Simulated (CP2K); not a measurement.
HgTe (Coloradoite): equation of state with PBEsol

Crystal: HgTe (Coloradoite).

```
Hg Te
1.0
     4.54599    0.00000    0.00000
     2.27299    3.93694    0.00000
     2.27299    1.31231    3.71178
Hg Te
1 1
Direct
  0.00000 0.00000 0.00000
  0.75000 0.75000 0.75000
```

```json
{
 "Program": "CP2K 2026.2",
 "Task": "equation of state",
 "Functional": "PBEsol",
 "Potentials or basis": "POTENTIAL_UZH Hg GTH-PBE-q12, Te GTH-PBE-q6; DZVP-MOLOPT-PBE-GTH basis",
 "Density cutoff": "6123 eV",
 "k mesh": "7 × 7 × 7",
 "Occupations": "fermi-dirac, width 0.05 eV",
 "Spin": "no spin polarisation"
}
```

```
Equilibrium volume : 35.48 Å³/atom (rough: see the caveat)
Bulk modulus       : 42 GPa (rough)
```

Energy against volume, from the lowest point:
```csv
volume (Å³/atom),energy (meV/atom)
31.223,86.83
31.887,59.15
32.551,37.57
33.215,21.43
33.880,10.13
34.544,3.14
35.208,0.00
```

All runs of the series together: 69 s on 2 threads of Arm Neoverse V2, on a shared host.

Caveat: the minimum lies outside the volumes run; the potentials were made for another functional, which shifts forces and pressure; the basis of atomic orbitals isn't converged, which shifts pressures, moduli and gaps. Spin-orbit coupling is left out, which matters for the levels of Hg, Te.
